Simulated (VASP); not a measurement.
# TaN in VASP: work function with PBE

Aim: the work function of TaN with PBE.

Program: VASP 6.6.1. These are calculated values, not measurements. Logs are shortened: lines on timing, memory, paths and dates and some standing lists are left out, and cuts for length are marked.

**1. The cell of the first run**

The cell holds a slab with vacuum, 8 atoms: a = 2.938 Å, b = 2.938 Å, c = 25.090 Å, α = 90.00°, β = 90.00°, γ = 120.00°.

**2. Work function, PBE (the (0 0 1) slab of TaN, cut from the database cell, not relaxed)**

INCAR

```
ALGO = Normal ; DIPOL = 0.5 0.5 0.500
EDIFF = 1E-6 ; ENCUT = 520
GGA = PE ; IDIPOL = 3
ISIF = 2 ; ISMEAR = 0
LASPH = True ; LCHARG = True
LDIPOL = True ; LELF = True
LREAL = False ; LVACPOTAV = True
LVHAR = True ; LWAVE = False
NELM = 60 ; PREC = Accurate
SIGMA = 0.05
```

KPOINTS

```
k-points
0
Gamma
  10 10 1
```

POSCAR

```
TaN
1.0
    2.9379988584      0.0000000000      0.0000000000
   -1.4689994292      2.5443816477      0.0000000000
    0.0000000000      0.0000000000     25.0905000000
Ta N
4 4
Direct
    0.3333333333      0.6666666666      0.2989179171
    0.3333333333      0.6666666666      0.4138219645
    0.3333333333      0.6666666666      0.5287260118
    0.3333333333      0.6666666666      0.6436300592
    0.0000000000      0.0000000000      0.3563699408
    0.0000000000      0.0000000000      0.4712739882
    0.0000000000      0.0000000000      0.5861780355
    0.0000000000      0.0000000000      0.7010820829
```

Potentials or basis: VASP PAW PBE potentials, release 64 (Ta_pv, N).

Started as:

```bash
$ cat potpaw_PBE.64/Ta_pv/POTCAR potpaw_PBE.64/N/POTCAR > POTCAR
$ mpirun -np 1 vasp_std > vasp.out
```

OUTCAR:

```text
EDIFF = 1E-6
   ENCUT = 520
   GGA = PE
   ISIF = 2
   ISMEAR = 0
   LASPH = True
   LREAL = False
   NELM = 60
   PREC = Accurate

 ion  position               nearest neighbor table
   1  0.333  0.667  0.299-   5 2.23   5 2.23   5 2.23   2 2.88
   2  0.333  0.667  0.414-   6 2.23   5 2.23   6 2.23   6 2.23   5 2.23   5 2.23   3 2.88   1 2.88

   3  0.333  0.667  0.529-   6 2.23   6 2.23   6 2.23   7 2.23   7 2.23   7 2.23   2 2.88   4 2.88

   4  0.333  0.667  0.644-   7 2.23   8 2.23   7 2.23   8 2.23   7 2.23   8 2.23   3 2.88
   5  0.000  0.000  0.356-   1 2.23   2 2.23   1 2.23   2 2.23   1 2.23   2 2.23
   6  0.000  0.000  0.471-   3 2.23   3 2.23   3 2.23   2 2.23   2 2.23   2 2.23
   7  0.000  0.000  0.586-   3 2.23   4 2.23   3 2.23   3 2.23   4 2.23   4 2.23
   8  0.000  0.000  0.701-   4 2.23   4 2.23   4 2.23

  LATTYP: Found a hexagonal cell.
 ALAT       =     2.9379988584
 C/A-ratio  =     8.5399965110

  Lattice vectors:

 A1 = (   2.9379988584,   0.0000000000,   0.0000000000)
 A2 = (  -1.4689994292,   2.5443816477,   0.0000000000)
 A3 = (   0.0000000000,   0.0000000000,  25.0905000000)

Analysis of symmetry for initial positions (statically):
=====================================================================
 Subroutine PRICEL returns:
 Original cell was already a primitive cell.

 Routine SETGRP: Setting up the symmetry group for a
 hexagonal supercell.

 Subroutine GETGRP returns: Found  6 space group operations
 (whereof  6 operations were pure point group operations)
 out of a pool of 24 trial point group operations.

The static configuration has the point symmetry C_3v.

Analysis of symmetry for dynamics (positions and initial velocities):
=====================================================================
 Subroutine PRICEL returns:
 Original cell was already a primitive cell.

 Routine SETGRP: Setting up the symmetry group for a
 hexagonal supercell.

 Subroutine GETGRP returns: Found  6 space group operations
 (whereof  6 operations were pure point group operations)
 out of a pool of 24 trial point group operations.

The dynamic configuration has the point symmetry C_3v.

 Subroutine INISYM returns: Found  6 space group operations
 (whereof  6 operations are pure point group operations),
 and found     1 'primitive' translations

----------------------------------------------------------------------------------------

                                     Primitive cell

  volume of cell :     187.5613

  direct lattice vectors                    reciprocal lattice vectors
     2.937998858  0.000000000  0.000000000     0.340367729  0.196511400  0.000000000
    -1.468999429  2.544381648  0.000000000     0.000000000  0.393022800  0.000000000
     0.000000000  0.000000000 25.090500000     0.000000000  0.000000000  0.039855722

  length of vectors
     2.937998858  2.937998858 25.090500000     0.393022800  0.393022800  0.039855722

  position of ions in fractional coordinates (direct lattice)
     0.333333333  0.666666667  0.298917917
     0.333333333  0.666666667  0.413821965
     0.333333333  0.666666667  0.528726012
     0.333333333  0.666666667  0.643630059
     0.000000000  0.000000000  0.356369941
     0.000000000  0.000000000  0.471273988
     0.000000000  0.000000000  0.586178035
     0.000000000  0.000000000  0.701082083

  ion indices of the primitive-cell ions
   primitive index   ion index
                 1           1
                 2           2
                 3           3
                 4           4
                 5           5
                 6           6
                 7           7
                 8           8

----------------------------------------------------------------------------------------

 KPOINTS: k-points

Automatic generation of k-mesh.
 Grid dimensions read from file:
 generate k-points for:   10   10    1

 Generating k-lattice:

  Cartesian coordinates                     Fractional coordinates (reciprocal lattice)
     0.034036773  0.019651140  0.000000000     0.100000000  0.000000000  0.000000000
     0.000000000  0.039302280  0.000000000     0.000000000  0.100000000  0.000000000
     0.000000000  0.000000000  0.039855722     0.000000000  0.000000000  1.000000000

  Length of vectors
     0.039302280  0.039302280  0.039855722

  Shift w.r.t. Gamma in fractional coordinates (k-lattice)
     0.000000000  0.000000000  0.000000000

 Subroutine IBZKPT returns following result:
 ===========================================

 Found     14 irreducible k-points:

 Following reciprocal coordinates:
            Coordinates               Weight
  0.000000  0.000000  0.000000      1.000000
  0.100000 -0.000000  0.000000      6.000000
  0.200000 -0.000000  0.000000      6.000000
  0.300000  0.000000  0.000000      6.000000
  0.400000  0.000000  0.000000      6.000000
  0.500000  0.000000  0.000000      3.000000
  0.100000  0.100000  0.000000      6.000000
  0.200000  0.100000  0.000000     12.000000
  0.300000  0.100000  0.000000     12.000000
  0.400000  0.100000  0.000000     12.000000
  0.200000  0.200000  0.000000      6.000000
  0.300000  0.200000  0.000000     12.000000
  0.400000  0.200000  0.000000      6.000000
  0.300000  0.300000  0.000000      6.000000
   k-points           NKPTS =     14   k-points in BZ     NKDIM =     14   number of bands    NBANDS=     38
   number of dos      NEDOS =    301   number of ions     NIONS =      8
   total plane-waves  NPLWV = 110592
   dimension x,y,z NGX =    24 NGY =   24 NGZ =  192
   dimension x,y,z NGXF=    48 NGYF=   48 NGZF=  384
   ions per type =               4   4
   NGX,Y,Z   is equivalent  to a cutoff of  13.58, 13.58, 12.72 a.u.
   NGXF,Y,Z  is equivalent  to a cutoff of  27.16, 27.16, 25.44 a.u.
 SYSTEM =  unknown system
   PREC   = accura    normal or accurate (medium, high low for compatibility)
   ISTART =      0    job   : 0-new  1-cont  2-samecut
   ICHARG =      2    charge: 1-file 2-atom 10-const
   ISPIN  =      1    spin polarized calculation?
   LNONCOLLINEAR =      F non collinear calculations
   LSORBIT =      F    spin-orbit coupling
   LASPH  =      T    aspherical Exc in radial PAW
   ENCUT  =  520.0 eV  38.22 Ry    6.18 a.u.   5.46  5.46 46.65*2*pi/ulx,y,z
   NELM   =     60;   NELMIN=  2; NELMDL= -5     # of ELM steps
   EDIFF  = 0.1E-05   stopping-criterion for ELM
   LREAL  =      F    real-space projection
   EDIFFG = 0.1E-04   stopping-criterion for IOM
   NSW    =      0    number of steps for IOM
   IBRION =     -1    ionic relax: 0-MD 1-quasi-New 2-CG
   NFREE  =      0    steps in history (QN), initial steepest desc. (CG)
   ISIF   =      2    stress and relaxation
   ISYM   =      2    0-nonsym 1-usesym 2-fastsym
   POTIM  = 0.5000    time-step for ionic-motion
   TEBEG  =    0.0;   TEEND  =   0.0 temperature during run
   PSTRESS=    0.0 pullay stress
   NELECT =      64.0000    total number of electrons
   NUPDOWN=      -1.0000    fix difference up-down
   EMIN   =  10.00;   EMAX   =-10.00  energy-range for DOS
   EFERMI =   0.00;   METHOD = LEGACY
   ISMEAR =     0;   SIGMA  =   0.05  broadening in eV -4-tet -1-fermi 0-gaus
   EFERMI_NEDOS =   21; number of points for ismear=-14 and -15
   IALGO  =     38    algorithm
   IMIX   =      4    mixing-type and parameters
     AMIX     =   0.40;   BMIX     =  1.00
     AMIX_MAG =   1.60;   BMIX_MAG =  1.00
  volume/ion in A,a.u.               =      23.45       158.22
  Fermi-wavevector in a.u.,A,eV,Ry     =   1.143985  2.161819 17.805975  1.308702
  Thomas-Fermi vector in A             =   2.280679
   LORBIT       =      0    0 simple, 1 ext, 2 COOP (PROOUT), +10 PAW based schemes
   GGA     = PE    functional components
   LHFCALC =     F    Hartree Fock is set to
   AEXX    =    0.0000 exact exchange contribution
   IVDW    =     0    specifies the selected vdW correction
   LEPSILON=     F    determine dielectric tensor
   LRPA    =     F    only Hartree local field effects (RPA)
 non-spin polarized calculation
 Gauss-broadening in eV      SIGMA  =   0.05
  energy-cutoff  :      520.00
  volume of cell :      187.56
 maximum number of plane-waves:      5157
 NGX is ok and might be reduce to    24
   NGX = 11   NGY = 11   NGZ = 93

 dipolmoment           0.000000      0.000000     -0.022523 electrons x Angstroem

 number of electron      64.0000009 magnetization

 dipolmoment           0.000000      0.000000      0.108425 electrons x Angstroem

 Free energy of the ion-electron system (eV)
  ---------------------------------------------------
  ext. energy  EPLUGINS =         0.00000000
  ---------------------------------------------------
  free energy    TOTEN  =       -84.89389235 eV

  energy without entropy =      -84.88821881  energy(sigma->0) =      -84.89105558

 E-fermi :   0.1439     XC(G=0):  -7.0006

 val. band max:        0.1273838534   @ k =   0.3000   0.1000   0.0000
 cond. band min:       0.1547441659   @ k =   0.4000   0.0000   0.0000
 fundamental gap:      0.0273603126
 Fermi energy:         0.1439301667

 k-point     1 :       0.0000    0.0000    0.0000
  band No.  band energies     occupation
      1     -35.2670      2.00000
      2     -34.8787      2.00000
      3     -34.5498      2.00000
      4     -34.2673      2.00000
      5     -34.2673      2.00000
      6     -34.2585      2.00000
[... 30 lines left out ...]
     37       2.1586      0.00000
     38       2.1586      0.00000

 k-point     2 :       0.1000   -0.0000    0.0000
  band No.  band energies     occupation
      1     -35.2444      2.00000
      2     -34.8600      2.00000
      3     -34.5364      2.00000
      4     -34.3690      2.00000
      5     -34.2894      2.00000
      6     -34.2528      2.00000
[... 30 lines left out ...]
     37       2.1731      0.00000
     38       2.3802      0.00000
[... 449 lines left out ...]
     37       3.7197      0.00000
     38       4.1599      0.00000

 k-point    14 :       0.3000    0.3000    0.0000
  band No.  band energies     occupation
      1     -35.0586      2.00000
      2     -34.9967      2.00000
      3     -34.9233      2.00000
      4     -34.8494      2.00000
      5     -34.7211      2.00000
      6     -34.6512      2.00000
[... 30 lines left out ...]
     37       3.6392      0.00000
     38       3.9004      0.00000

------------------------ aborting loop because EDIFF is reached ----------------------------------------

  FORCE on cell =-STRESS in cart. coord.  units (eV):
  Direction    XX          YY          ZZ          XY          YZ          ZX
  --------------------------------------------------------------------------------------
  -------------------------------------------------------------------------------------
  Total        0.9396837      0.9396837     -5.0584381      0.0000000     -0.0000000     -0.0000000
  in kB        8.0269225      8.0269225    -43.2099565      0.0000000     -0.0000000     -0.0000000
  external PRESSURE =      -9.0520372 kB  Pullay stress =       0.0000000 kB

 VOLUME and BASIS-vectors are now :
 -----------------------------------------------------------------------------
  energy-cutoff  :      520.00
  volume of cell :      187.56
      direct lattice vectors                 reciprocal lattice vectors
     2.937998858  0.000000000  0.000000000     0.340367729  0.196511400  0.000000000
    -1.468999429  2.544381648  0.000000000     0.000000000  0.393022800  0.000000000
     0.000000000  0.000000000 25.090500000     0.000000000  0.000000000  0.039855722

 POSITION                                       TOTAL-FORCE (eV/Angst)
 -----------------------------------------------------------------------------------
     -0.00000      1.69625      7.50000        -0.000000     -0.000000     -0.384094
     -0.00000      1.69625     10.38300        -0.000000      0.000000     -0.293686
     -0.00000      1.69625     13.26600        -0.000000     -0.000000      0.279696
     -0.00000      1.69625     16.14900         0.000000      0.000000      7.239122
      0.00000      0.00000      8.94150        -0.000000      0.000000      0.354462
      0.00000      0.00000     11.82450        -0.000000      0.000000     -0.055981
      0.00000      0.00000     14.70750        -0.000000      0.000000     -1.183123
      0.00000      0.00000     17.59050        -0.000000      0.000000     -5.956396
 -----------------------------------------------------------------------------------
    total drift:                               -0.000000      0.000000      0.000364

  FREE ENERGIE OF THE ION-ELECTRON SYSTEM (eV)
  ---------------------------------------------------
  free  energy   TOTEN  =       -84.8938923482 eV

  energy  without entropy=      -84.8882188074  energy(sigma->0) =      -84.89105558

 vacuum level on the upper side and lower side of the slab         7.848         5.223
```

It took 4.4 min on 1 thread of Intel Xeon 6975P-C (Granite Rapids), shared host; peak memory 0.36 GiB.

What came out:

```yaml
Free_energy: -84.8939 eV
Largest_force: 7.239 eV/Å
Band_gap_on_the_k_mesh: none (metal or under the smearing width)
Work_function_of_the_upper_face: 7.70 eV
Work_function_of_the_lower_face: 5.08 eV
```

Forces in eV/Å, atoms in the order of the input:
```
Ta   0.000  0.000 -0.384
Ta   0.000  0.000 -0.294
Ta   0.000  0.000  0.280
Ta   0.000  0.000  7.239
N    0.000  0.000  0.354
N    0.000  0.000 -0.056
N    0.000  0.000 -1.183
N    0.000  0.000 -5.956
```

Spin-orbit coupling is left out, which matters for the levels of Ta.
